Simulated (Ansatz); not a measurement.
CaSe (wurtzite) (no longer in that coordination), relaxed with r2SCAN in the plane-wave code Ansatz. The symmetry is P6_3/mmc (No. 194, hexagonal); a = 5.006 Å, c = 5.876 Å in the conventional setting, 31.87 Å³ an atom. Ca has 5 Se at 2.89–2.94 Å; Se has 5 Ca at 2.89–2.94 Å. The cell started from the wurtzite prototype, but the relaxation took it to the higher symmetry P6_3/mmc (No. 194), so the name no longer describes it.

The axes x, y and z are those of this cell:
```
Ca Se
1.0
     5.00560    0.00000    0.00000
    -2.50280    4.33497    0.00000
     0.00000    0.00000    5.87573
Ca Se
2 2
Direct
  0.33333 0.66667 0.93750
  0.66667 0.33333 0.43750
  0.33333 0.66667 0.43750
  0.66667 0.33333 0.93750
```

Unstrained: With PBE the valence top lies at Γ and the conduction bottom at K, 2.453 eV higher; the smallest vertical gap, at Γ, is 2.576 eV. r2SCAN gives an indirect gap of 2.894 eV, from Γ to K; the least direct gap is 3.052 eV at Γ. Meshes: PBE 6×6×4, r2SCAN 6×6×4. Strains are changes of length per length. After each strain the atoms were relaxed again with r2SCAN within the symmetry that the strain leaves, so tilts or polar shifts that break it weren't tested; points keep the names that they have in the unstrained zone. The cell comes from a prototype generator: it can be a known phase or a hypothetical one. Spin polarisation is off.

(1) Apply uniaxial +2.38 % along x, other directions held. How far does the gap move, against the unstrained cell?

Answers

(1) PBE: the gap goes from 2.453 to 2.502 eV (+0.049 eV); the edges go from Γ → K to Γ → (0.323, 0.339, 0). r2SCAN: the gap goes from 2.894 to 2.945 eV (+0.051 eV); the edges go from Γ → K to Γ → (0.323, 0.339, 0). The r2SCAN energy rises by 2.9 meV an atom.

The runs are scalar-relativistic, without spin-orbit coupling.

Where an edge lies off the special points, it is a point of the mesh or the k point where a search put PBE's edge or least direct gap, reused for the other functionals, whose own edges may lie a little apart.

Coordinates of k points refer to the reciprocal vectors of the primitive cell of the runs.
